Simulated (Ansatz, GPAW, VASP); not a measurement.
Mg: programs and potentials compared

```
Mg
1.0
     3.20930    0.00000    0.00000
    -1.60465    2.77934    0.00000
     0.00000    0.00000    5.21030
Mg
2
Direct
  0.66667 0.33333 0.75000
  0.33333 0.66667 0.25000
```

Alike in all runs: task single point; functional PBE; k mesh 10 × 10 × 5; occupations gaussian, width 0.012 eV; no spin polarisation; no spin-orbit coupling. Pressure is positive in compression and, in plane waves, holds the error of the finite cutoff.

```csv
program and potentials,plane-wave cutoff (eV),notes,pressure (GPa)
"Ansatz, all-electron LAPW, scalar-relativistic",-,-,-0.47
"VASP, PBE PAW files Mg, 520 eV",520,2 valence electrons an atom on average,-0.58
"GPAW, GPAW PAW data sets (gpaw-data 1.2.1)",800,10 valence electrons an atom on average,-0.54
```

The pressure spans -0.58 (VASP, PBE PAW files Mg, 520 eV) to -0.47 GPa (Ansatz, all-electron LAPW, scalar-relativistic), with all-electron results at -0.47.

The functional is the same throughout but for its coding, so the spread measures potentials, basis and numerics; runs on potential files found faulty are left out.
